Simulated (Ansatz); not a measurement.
Given:

CaF2 (fluorite)

```
CELL_PARAMETERS angstrom
      0.00000     2.72024     2.72024
      2.72024     0.00000     2.72024
      2.72024     2.72024     0.00000
ATOMIC_POSITIONS crystal
  Ca 0.00000 0.00000 0.00000
  F  0.25000 0.25000 0.25000
  F  0.75000 0.75000 0.75000
```

In each cell atom 3 (F, nearest neighbour Ca at 2.356 Å; its periodic images, 3.8 Å or more away, move with it) moves by s·(0.577, 0.577, 0.577) (towards the nearest neighbour), the rest being held.

Method: r2SCAN (plane waves to 500 eV, PAW, scalar-relativistic; Ansatz, a program for electronic structure). k mesh 9×9×9 (Γ-centred), Fermi-Dirac smearing 0.05 eV. The energy includes the smearing's −TS. CaF2 was relaxed with its symmetry unable to fall. The PAW data are Ansatz's earlier set. The zero of ΔE is the undisplaced structure.

The scan covers s from -0.240 to 0.240 Å in 11 points.

### Question
Is the energy the same for displacements of ±0.240 Å, and if not, which side lies higher?

### Answer
Not even: the positive side lies higher at ±0.240 Å. With its periodic images moving along, the atom's site symmetry in this cell is -43m.

### Question
What force acts on the atom along the line at s = -0.240 Å?

### Answer
0.896 eV/Å.

### Question
What is the energy change at s = 0.240 Å?

### Answer
183.1 meV/cell.

### Question
What is the force constant k = d²E/ds² of this move at s = 0?

### Answer
5.00 eV/Å².

(For displaced atoms, the force is minus the slope of the energy, and its curvature is a force constant, which sets phonon frequencies.)
